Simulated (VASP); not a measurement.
# Nd (P6_3/mmc) in VASP: notebook

One crystal, Nd, is run at these levels: PBEsol; tasks: single point.

Program: VASP 6.6.1. These are calculated values, not measurements. Logs are shortened: lines on timing, memory, paths and dates and some standing lists are left out, and cuts for length are marked.

## 1. The crystal as given

It takes space group P6_3/mmc (No. 194, hexagonal). Conventional cell: a = 3.657 Å, b = 3.657 Å, c = 5.902 Å, α = 90.00°, β = 90.00°, γ = 120.00°. Nd (site symmetry -6m2) is surrounded by 12 Nd at 3.63 to 3.66 Å.

This isn't the form of Nd at room conditions, which is double hcp.

## 2. Single point, PBEsol, collinear spin, ferromagnetic start

INCAR reads:

```
SYSTEM = Nd
  ADDGRID = .FALSE.
  ALGO = Normal
  EDIFF = 1E-6
  ENCUT = 700
  GGA = PS
  ISIF = 2
  ISMEAR = 1
  ISPIN = 2
  LASPH = .TRUE.
  LCHARG = .FALSE.
  LMAXMIX = 6
  LORBIT = 11
  LREAL = .FALSE.
  LWAVE = .FALSE.
  MAGMOM = 3 3
  NBANDS = 25
  NELM = 100
  PREC = Accurate
  SIGMA = 0.2
```

KPOINTS reads:

```
k-points
0
G
  3 3 2
  0 0 0
```

POSCAR reads:

```
Nd
1.0
    3.6570000000      0.0000000000      0.0000000000
   -1.8285000000      3.1670549016      0.0000000000
    0.0000000000      0.0000000000      5.9020000000
Nd
2
Direct
    0.6610320000      0.3594110000      0.7523530000
    0.3385870000      0.6732530000      0.2642130000
```

Potentials or basis: VASP PAW PBE potentials, release 64 (Nd).

Run with:

```bash
cat potpaw_PBE.64/Nd/POTCAR > POTCAR
mpirun -np 1 vasp_std > vasp.out
```

OUTCAR:

```text
SYSTEM = Nd
   EDIFF = 1E-6
   ENCUT = 700
   GGA = PS
   ISIF = 2
   ISMEAR = 1
   ISPIN = 2
   LASPH = .TRUE.
   LORBIT = 11
   LREAL = .FALSE.
   NELM = 100
   PREC = Accurate

 Found     10 irreducible k-points:

 Following reciprocal coordinates:
            Coordinates               Weight
  0.000000  0.000000  0.000000      1.000000
  0.333333  0.000000  0.000000      2.000000
  0.000000  0.333333  0.000000      2.000000
 -0.333333  0.333333  0.000000      2.000000
  0.333333  0.333333  0.000000      2.000000
  0.000000  0.000000  0.500000      1.000000
   k-points           NKPTS =     10   k-points in BZ     NKDIM =     10   number of bands    NBANDS=     25
   number of dos      NEDOS =    301   number of ions     NIONS =      2
   total plane-waves  NPLWV =  55296
   dimension x,y,z NGX =    32 NGY =   32 NGZ =   54
   dimension x,y,z NGXF=    64 NGYF=   64 NGZF=  108
   ions per type =               2
   NGX,Y,Z   is equivalent  to a cutoff of  14.55, 14.55, 15.21 a.u.
   NGXF,Y,Z  is equivalent  to a cutoff of  29.09, 29.09, 30.42 a.u.
 SYSTEM =  Nd
   PREC   = accura    normal or accurate (medium, high low for compatibility)
   ISTART =      0    job   : 0-new  1-cont  2-samecut
   ICHARG =      2    charge: 1-file 2-atom 10-const
   ISPIN  =      2    spin polarized calculation?
   LNONCOLLINEAR =      F non collinear calculations
   LSORBIT =      F    spin-orbit coupling
   LASPH  =      T    aspherical Exc in radial PAW
   ENCUT  =  700.0 eV  51.45 Ry    7.17 a.u.   7.89  7.89 12.73*2*pi/ulx,y,z
   NELM   =    100;   NELMIN=  2; NELMDL= -5     # of ELM steps
   EDIFF  = 0.1E-05   stopping-criterion for ELM
   LREAL  =      F    real-space projection
   EDIFFG = 0.1E-04   stopping-criterion for IOM
   NSW    =      0    number of steps for IOM
   IBRION =     -1    ionic relax: 0-MD 1-quasi-New 2-CG
   NFREE  =      0    steps in history (QN), initial steepest desc. (CG)
   ISIF   =      2    stress and relaxation
   ISYM   =      2    0-nonsym 1-usesym 2-fastsym
   POTIM  = 0.5000    time-step for ionic-motion
   TEBEG  =    0.0;   TEEND  =   0.0 temperature during run
   PSTRESS=    0.0 pullay stress
   NELECT =      28.0000    total number of electrons
   NUPDOWN=      -1.0000    fix difference up-down
   EMIN   =  10.00;   EMAX   =-10.00  energy-range for DOS
   EFERMI =   0.00;   METHOD = LEGACY
   ISMEAR =     1;   SIGMA  =   0.20  broadening in eV -4-tet -1-fermi 0-gaus
   EFERMI_NEDOS =   21; number of points for ismear=-14 and -15
   IALGO  =     38    algorithm
   IMIX   =      4    mixing-type and parameters
     AMIX     =   0.40;   BMIX     =  1.00
     AMIX_MAG =   1.60;   BMIX_MAG =  1.00
  volume/ion in A,a.u.               =      34.18       230.65
  Fermi-wavevector in a.u.,A,eV,Ry     =   1.215815  2.297558 20.112224  1.478207
  Thomas-Fermi vector in A             =   2.351190
   LORBIT       =     11    0 simple, 1 ext, 2 COOP (PROOUT), +10 PAW based schemes
   GGA     = PS    functional components
   LHFCALC =     F    Hartree Fock is set to
   AEXX    =    0.0000 exact exchange contribution
   IVDW    =     0    specifies the selected vdW correction
   LEPSILON=     F    determine dielectric tensor
   LRPA    =     F    only Hartree local field effects (RPA)
 spin polarized calculation
 Methfessel and Paxton  Order N= 1 SIGMA  =   0.20
  energy-cutoff  :      700.00
  volume of cell :       68.36
 maximum number of plane-waves:      2910
   NGX = 15   NGY = 15   NGZ = 25

 number of electron      27.9999998 magnetization       8.5856671

 Free energy of the ion-electron system (eV)
  ---------------------------------------------------
  ext. energy  EPLUGINS =         0.00000000
  ---------------------------------------------------
  free energy    TOTEN  =       -13.56073585 eV

  energy without entropy =      -13.58901795  energy(sigma->0) =      -13.57016322

 E-fermi :   4.5805     XC(G=0): -10.0045

 val. band max:        4.5789989387   @ k =   0.3333   0.3333   0.0000
 cond. band min:       4.6055834504   @ k =  -0.3333   0.3333   0.5000
 fundamental gap:      0.0265845117
 Fermi energy:         4.5805293656

 spin component 1

 k-point     1 :       0.0000    0.0000    0.0000
  band No.  band energies     occupation
      1     -32.7762      1.00000
      2     -32.6214      1.00000
      3     -14.6349      1.00000
      4     -13.6010      1.00000
      5     -13.5567      1.00000
      6     -13.4201      1.00000
[... 17 lines left out ...]
     24       5.0328     -0.00315
     25       6.1186     -0.00000

 k-point     2 :       0.3333    0.0000    0.0000
  band No.  band energies     occupation
      1     -32.6774      1.00000
      2     -32.5846      1.00000
      3     -14.3082      1.00000
      4     -14.2670      1.00000
      5     -14.0721      1.00000
      6     -13.7872      1.00000
[... 17 lines left out ...]
     24       5.0753     -0.00130
     25       5.2483     -0.00001

 k-point     3 :       0.0000    0.3333    0.0000
  band No.  band energies     occupation
      1     -32.6786      1.00000
      2     -32.5835      1.00000
      3     -14.3137      1.00000
      4     -14.2660      1.00000
      5     -14.0668      1.00000
      6     -13.7932      1.00000
[... 17 lines left out ...]
     24       5.0773     -0.00124
     25       5.2514     -0.00001

 k-point     4 :      -0.3333    0.3333    0.0000
  band No.  band energies     occupation
      1     -32.6723      1.00000
      2     -32.5896      1.00000
      3     -14.2951      1.00000
      4     -14.2528      1.00000
      5     -14.0861      1.00000
      6     -13.7726      1.00000
[... 17 lines left out ...]
     24       5.0612     -0.00176
     25       5.2370     -0.00002

 k-point     5 :       0.3333    0.3333    0.0000
  band No.  band energies     occupation
      1     -32.6040      1.00000
      2     -32.5893      1.00000
      3     -14.3080      1.00000
      4     -14.1445      1.00000
      5     -14.1441      1.00000
      6     -13.9176      1.00000
[... 17 lines left out ...]
     24       5.0231     -0.00379
     25       5.1689     -0.00013

 k-point     6 :       0.0000    0.0000    0.5000
  band No.  band energies     occupation
      1     -32.7139      1.00000
      2     -32.6853      1.00000
      3     -14.1183      1.00000
      4     -13.9751      1.00000
      5     -13.5212      1.00000
      6     -13.5012      1.00000
[... 17 lines left out ...]
     24       4.7965     -0.03156
     25       5.6449     -0.00000

 [... further k-points ...]

 spin component 2

 k-point     1 :       0.0000    0.0000    0.0000
  band No.  band energies     occupation
      1     -31.0942      1.00000
      2     -30.9286      1.00000
      3     -13.2534      1.00000
      4     -12.2425      1.00000
      5     -12.2079      1.00000
      6     -12.0672      1.00000
[... 17 lines left out ...]
     24       7.5566     -0.00000
     25       7.5722     -0.00000

 k-point     2 :       0.3333    0.0000    0.0000
  band No.  band energies     occupation
      1     -30.9866      1.00000
      2     -30.8874      1.00000
      3     -12.9719      1.00000
      4     -12.9027      1.00000
      5     -12.7531      1.00000
      6     -12.4461      1.00000
[... 17 lines left out ...]
     24       7.2824     -0.00000
     25       7.2988     -0.00000

 k-point     3 :       0.0000    0.3333    0.0000
  band No.  band energies     occupation
      1     -30.9878      1.00000
      2     -30.8862      1.00000
      3     -12.9724      1.00000
      4     -12.9091      1.00000
      5     -12.7508      1.00000
      6     -12.4495      1.00000
[... 17 lines left out ...]
     24       7.2805     -0.00000
     25       7.2915     -0.00000

 k-point     4 :      -0.3333    0.3333    0.0000
  band No.  band energies     occupation
      1     -30.9813      1.00000
      2     -30.8926      1.00000
      3     -12.9700      1.00000
      4     -12.8727      1.00000
      5     -12.7593      1.00000
      6     -12.4374      1.00000
[... 17 lines left out ...]
     24       7.2779     -0.00000
     25       7.3242     -0.00000

 k-point     5 :       0.3333    0.3333    0.0000
  band No.  band energies     occupation
      1     -30.9069      1.00000
      2     -30.8916      1.00000
      3     -13.0107      1.00000
      4     -12.8216      1.00000
      5     -12.8187      1.00000
      6     -12.5990      1.00000
[... 17 lines left out ...]
     24       7.1023     -0.00000
     25       7.2101     -0.00000

 k-point     6 :       0.0000    0.0000    0.5000
  band No.  band energies     occupation
      1     -31.0270      1.00000
      2     -30.9976      1.00000
      3     -12.7102      1.00000
      4     -12.5700      1.00000
      5     -12.1599      1.00000
      6     -12.1503      1.00000
[... 17 lines left out ...]
     24       7.3877     -0.00000
     25       7.5061     -0.00000

 [... further k-points ...]

------------------------ aborting loop because EDIFF is reached ----------------------------------------

  FORCE on cell =-STRESS in cart. coord.  units (eV):
  Direction    XX          YY          ZZ          XY          YZ          ZX
  --------------------------------------------------------------------------------------
  -------------------------------------------------------------------------------------
  Total        0.5722451      0.5335732      0.6611086     -0.0279043     -0.0014822      0.0048836
  in kB       13.4125988     12.5061855     15.4954295     -0.6540363     -0.0347408      0.1144654
  external PRESSURE =      13.8047379 kB  Pullay stress =       0.0000000 kB

 VOLUME and BASIS-vectors are now :
 -----------------------------------------------------------------------------
  energy-cutoff  :      700.00
  volume of cell :       68.36
      direct lattice vectors                 reciprocal lattice vectors
     3.657000000  0.000000000  0.000000000     0.273448182  0.157875381  0.000000000
    -1.828500000  3.167054902  0.000000000     0.000000000  0.315750762  0.000000000
     0.000000000  0.000000000  5.902000000     0.000000000  0.000000000  0.169434090

 POSITION                                       TOTAL-FORCE (eV/Angst)
 -----------------------------------------------------------------------------------
      1.76021      1.13827      4.44039         0.047224     -0.027209      0.059551
      0.00717      2.13223      1.55939        -0.047224      0.027209     -0.059551
 -----------------------------------------------------------------------------------
    total drift:                               -0.000000     -0.000001      0.000000

  FREE ENERGIE OF THE ION-ELECTRON SYSTEM (eV)
  ---------------------------------------------------
  free  energy   TOTEN  =       -13.5607358511 eV

  energy  without entropy=      -13.5890179501  energy(sigma->0) =      -13.57016322

 total charge

# of ion       s       p       d       f       tot
--------------------------------------------------
    1        2.018   5.338   0.556   3.295  11.206
    2        2.018   5.338   0.556   3.295  11.206
--------------------------------------------------
tot          4.035  10.675   1.112   6.589  22.412

 magnetization (x)

# of ion       s       p       d       f       tot
--------------------------------------------------
    1        0.000  -0.076   0.239   3.273   3.437
    2        0.000  -0.076   0.239   3.273   3.437
--------------------------------------------------
tot          0.001  -0.151   0.479   6.547   6.875
```

It took 2.8 min on 1 thread of Intel Xeon 6975P-C (Granite Rapids), shared host; peak memory 0.29 GiB.

These settings aren't checked as converged: the numbers below hold their error.

Results:

* Free energy: -13.5607 eV
* Pressure: 1.4 GPa
* Largest force: 0.081 eV/Å
* Band gap on the k mesh: none (metal or under the smearing width)
* Net moment: 8.59 μB per cell
* Site moments: Nd +3.44 μB
* Valence electrons inside the program's atomic spheres: Nd 11.21

Caveat: the k mesh is coarse (spacing up to 0.66 Å⁻¹), so the values aren't converged; the magnetic or orbital state may not be the lowest; the PAW data sets were made with another functional, which shifts forces and pressure a little; spin-orbit coupling is left out, which moves the levels of the heavy elements.

## 3. Single point, PBEsol, collinear spin, ferromagnetic start

INCAR, as its differences from that of step 2:

```diff
@@ -4,3 +4,3 @@
   EDIFF = 1E-6
-  ENCUT = 700
+  ENCUT = 550
   GGA = PS
```

KPOINTS reads:

```
k-points
0
G
  4 4 2
  0 0 0
```

POSCAR reads:

```
Nd
1.0
    3.6570000000      0.0000000000      0.0000000000
   -1.8285000000      3.1670549016      0.0000000000
    0.0000000000      0.0000000000      5.9020000000
Nd
2
Direct
    0.6666666667      0.3333333333      0.7500000000
    0.3333333333      0.6666666667      0.2500000000
```

Potentials or basis: VASP PAW PBE potentials, release 64 (Nd).

Run with:

```bash
cat potpaw_PBE.64/Nd/POTCAR > POTCAR
mpirun -np 1 vasp_std > vasp.out
```

Wall time 80 s (1 thread of Intel Xeon 6975P-C (Granite Rapids), shared host); peak memory 0.23 GiB.

These settings aren't checked as converged: the numbers below hold their error.

What came out:

```
Free energy                                           : -13.4716 eV
Pressure                                              : -3.5 GPa
Band gap on the k mesh                                : none (metal or under the smearing width)
Net moment                                            : 8.15 μB per cell
Site moments                                          : Nd +3.34 μB
Valence electrons inside the program's atomic spheres : Nd 11.18
```

Caveat: the k mesh is coarse (spacing up to 0.53 Å⁻¹), so the values aren't converged; the magnetic or orbital state may not be the lowest; the PAW data sets were made with another functional, which shifts forces and pressure a little; spin-orbit coupling is left out, which moves the levels of the heavy elements.
